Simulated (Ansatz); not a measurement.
Consider ZrO$_{2}$ (space group P4_2/nmc, No. 137).

```yaml
crystal:
  lattice:
    - [3.62082, 0.00000, 0.00000]
    - [0.00000, 3.62082, 0.00000]
    - [0.00000, 0.00000, 5.28425]
  atoms:
    - { symbol: Zr, position: [0.00000, 0.00000, 0.00000] }
    - { symbol: Zr, position: [0.50000, 0.50000, 0.50000] }
    - { symbol: O, position: [0.00000, 0.50000, 0.19251] }
    - { symbol: O, position: [0.00000, 0.50000, 0.69251] }
    - { symbol: O, position: [0.50000, 0.00000, 0.30749] }
    - { symbol: O, position: [0.50000, 0.00000, 0.80749] }
```

Cartesian axes are those of the cell as printed.

Computed with DFT with PBE, PAW potentials and a 420 eV plane-wave cutoff in Ansatz (a first-principles code), scalar-relativistic without spin-orbit coupling, earlier PAW set.

Base values:

The shortest interatomic distance is 2.077 Å and the width of the top valence band comes out as 0.87 eV.

Now apply this change: uniaxial strain ε_zz = −2.19 %, all other strain components held at zero, atoms relaxed at fixed cell.

Task: Estimate the effect on the shortest interatomic distance.

Result: The shortest interatomic distance goes up by 0.0068 Å (2.077 Å → 2.083 Å).

Task: Estimate the effect on the energy relative to the base.

Result: The energy increases by 4.7 meV/atom.

Task: What happens to the width of the top valence band?

Result: The width of the top valence band goes up by 0.12 eV to 0.99 eV.

The levels and masses belong to the bands next to the band gap. Whether these cells are dynamically stable was not tested. This is not the structure that ZrO2 has at room temperature and ambient pressure.
